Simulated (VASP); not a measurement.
A run of VASP 6.6.1 is set up as follows.

File INCAR:

```
PREC     = Accurate       # precision mode
ENCUT    = 600            # plane-wave cutoff, eV
EDIFF    = 1E-6           # SCF threshold, eV
ISMEAR   = 0              # smearing method
SIGMA    = 0.03           # smearing width, eV
LREAL    = False          # projectors in reciprocal space
LASPH    = True           # aspherical terms in the spheres
NELM     = 80             # most SCF steps
ALGO     = Normal         # electronic algorithm
ISIF     = 3              # what is computed and relaxed
LWAVE    = False          # write WAVECAR
LCHARG   = False          # write CHGCAR
GGA      = PE             # functional
IVDW     = 12             # dispersion correction
IBRION   = 2              # ionic algorithm
NSW      = 90             # ionic steps
EDIFFG   = -0.01          # ionic threshold
PSTRESS  = 7.0          
KPAR     = 2
```

The input KPOINTS:

```
regular mesh
0
Gamma
  9 9 5
```

File POSCAR:

```
SnS2
1.0
    3.6390000000      0.0000000000      0.0000000000
   -1.8195000000      3.1514664444      0.0000000000
    0.0000000000      0.0000000000      5.8680000000
Sn S
1 2
Direct
    0.0000000000      0.0000000000      0.0000000000
    0.3333333333      0.6666666667      0.2500000000
    0.6666666667      0.3333333333      0.7500000000
```

Potentials or basis: VASP PAW PBE potentials, release 64 (Sn_d, S).

Run with:

```sh
$ cat potpaw_PBE.64/Sn_d/POTCAR potpaw_PBE.64/S/POTCAR > POTCAR
$ mpirun -np 2 vasp_std > vasp.out
```

**Question.** Estimate the relaxed volume.

**Answer.** 22.03 Å³/atom.

**Question.** What does it give for the space group after relaxing (to 0.05 Å)?

**Answer.** P-3m1 (No. 164).

**Question.** Estimate the dispersion energy per atom.

**Answer.** -0.337 eV.

Final structure:
```
Sn S
1.0
     3.65812    0.00000    0.00000
    -1.82906    3.16803    0.00000
     0.00000    0.00000    5.70265
Sn S
1 2
Direct
  0.00000 0.00000 0.00000
  0.33333 0.66667 0.25913
  0.66667 0.33333 0.74087
```

Caveat: the cell is relaxed towards a set pressure, so the enthalpy falls and the energy may rise.
